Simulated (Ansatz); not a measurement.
CoO:

```
Co O
1.0
    -1.50800    1.50800    2.10725
     1.50800   -1.50800    2.10725
     1.50800    1.50800   -2.10725
Co O
1 1
Cartesian
  0.0000 0.0000 0.0000
  0.0000 0.0000 2.1072
```

Alike in all runs: program Ansatz 0.2.0; functional PBE; potentials or basis Ansatz PAW; cutoff 420 eV (not typed: the program's choice for these potentials); k mesh 10 × 10 × 10; occupations fermi-dirac, width 0.05 eV.

Problem. Only the start or the spin constraint differs. Which run ends lowest in energy?
A. collinear spin, ferromagnetic start of up to 0.5 μB; fixed moment 0.5
B. collinear spin, ferromagnetic start of up to 1.5 μB; fixed moment 1.5
C. collinear spin, ferromagnetic start of up to 1 μB; fixed moment 1
D. collinear spin, ferromagnetic start of up to 3 μB; fixed moment 3
E. collinear spin, ferromagnetic start of up to 2.5 μB; fixed moment 2.5
F. collinear spin, ferromagnetic start of up to 2 μB; fixed moment 2

Solution. D.

```tsv
start	free energy over the lowest (meV/atom)	net moment (μB)	site or absolute moments (μB)	gap
collinear spin, ferromagnetic start of up to 2.5 μB; fixed moment 2.5	11.2	2.50	Co +2.19; O +0.20	-
collinear spin, ferromagnetic start of up to 2 μB; fixed moment 2	46.9	2.00	Co +1.81; O +0.08	-
collinear spin, ferromagnetic start of up to 4 μB; fixed moment 4	1288.8	4.00	Co +2.90; O +0.68	-
collinear spin, program default start; fixed moment 0	239.0	0.00	-	-
collinear spin, ferromagnetic start of up to 3 μB; fixed moment 3	0.0	3.00	Co +2.53; O +0.34	-
collinear spin, ferromagnetic start of up to 1 μB; fixed moment 1	150.7	1.00	Co +0.96; O -0.03	-
collinear spin, ferromagnetic start of up to 0.5 μB; fixed moment 0.5	210.6	0.50	Co +0.49; O -0.03	-
collinear spin, ferromagnetic start of up to 1.5 μB; fixed moment 1.5	99.3	1.50	Co +1.40; O +0.01	-
```

All polarised runs hold their moment fixed, so the table maps the energy against it. A still lower state may exist.

Caveats: the total moment is fixed, so each spin has its own Fermi level; a cell with one magnetic atom can't hold antiferromagnetic order, which such compounds often take (some runs).
